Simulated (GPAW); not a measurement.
**Pt: electrostatic potential with PBE**

Crystal: Pt.

```
Pt
1.0
    -1.58422    1.58422    1.58422
     1.58422   -1.58422    1.58422
     1.58422    1.58422   -1.58422
Pt
1
Direct
  0.00000 0.00000 0.00000
```

This isn't the form of Pt at room conditions, which is fcc.

```
Program             : GPAW 26.7.0
Task                : electrostatic potential
Functional          : PBE
Potentials or basis : GPAW PAW data sets (gpaw-data 1.2.1)
Cutoff              : 600 eV
Basis               : pw
k mesh              : 12 × 12 × 12
Occupations         : methfessel-paxton, width 0.2 eV
Spin                : no spin polarisation
Smearing order      : 1
Maxiter             : 150
```

```
Pressure               : -1.8 GPa
Band gap on the k mesh : none (metal or under the smearing width)
```

Levels at points of the mesh, in eV from the Fermi level:
```
           k point  band 6  band 7  band 8  band 9  band 10  band 11
(0.00, 0.00, 0.00)   -3.33   -3.33   -0.92   -0.92    17.64    17.64
(0.50, 0.50, 0.00)   -1.08   -0.60    0.41    1.10     6.41    13.57
(0.50, 0.50, 0.50)    0.59    0.59    0.59    7.85     7.85     7.85
```

Run time: 11 s on 1 thread of Arm Neoverse V1, with other jobs on the host, peak memory 0.14 GiB.

Caveat: this smearing can pin the Fermi level at a band edge. Spin-orbit coupling is left out, which matters for the levels of Pt.
